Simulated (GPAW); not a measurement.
Runs of GPAW 26.7.0 on ZrSe2. Symmetry: P-3m1, No. 164, trigonal system. The conventional cell has a = 3.798 Å, b = 3.798 Å, c = 6.192 Å, α = 90.00°, β = 90.00°, γ = 120.00°. Zr (site symmetry -3m) has 6 Se at 2.68 Å as nearest neighbours. Se (site symmetry 3m) has 3 Zr at 2.68 Å as nearest neighbours. 

```csv
task,level,potentials or basis,spin,U,cell,band path,band points,optimizer,fmax,max steps,gap on the mesh (eV),pressure (GPa),relaxed volume (Å³/atom),largest force (eV/Å)
band structure,LDA+U,"the program's PAW data sets (release 1.2.1) made for this functional, pw",off,Zr d U = 3 eV,as given,"GMKGALHA,LM,KH",60,-,-,-,0.78,-0.9,-,0.12
relaxation of cell and atoms,PBE+D3(BJ),"GPAW PAW data sets (gpaw-data 1.2.1), pw",off,-,relaxed,-,-,LBFGS,0.05 eV/Å,40,0.11,0.3,24.20,0.04
band structure,PBE+U,"GPAW PAW data sets (gpaw-data 1.2.1), pw",off,Zr d U = 2 eV,as given,"GMKGALHA,LM,KH",60,-,-,-,0.73,3.4,-,0.41
relaxation of cell and atoms,PBEsol+D3(BJ),"PAW data sets generated in the run's folder for this functional, pw",off,-,relaxed,-,-,BFGS,0.02 eV/Å,100,(a),0.0,(c),-
band structure,PBEsol,"PAW data sets generated in the run's folder for this functional, pw","SOC, no magnetisation",-,as given,"GMKGALHA,LM,KH",100,-,-,-,(b),-1.3,-,0.05
```

Alike in all rows: k mesh 6 × 6 × 3; cutoff (eV) 600; smearing fermi-dirac 0.05 eV.

Problem. Estimate the missing entries.

Solution. (a) none; (b) 0.25; (c) 22.57.

Caveats: later steps reuse the first step's grids (some runs); this functional lacks dispersion, which binds the layers, so the pressure and a relaxed spacing across them are unreliable (some runs); an odd mesh through Γ misses points on the zone boundary, where band edges often lie (some runs); the volume moved by -12 % from the deposited cell, more than functionals usually miss (some runs); spin-orbit coupling was added after a scalar SCF, so levels and gaps hold it while energy, forces, pressure and moments don't (some runs); this program's spin-orbit splittings come out too wide for heavy elements (some runs); the mesh misses the band edges, which the band path finds closer together (some runs).

A k mesh can miss the band edges, and rows without SOC leave out spin-orbit coupling on Se, Zr.
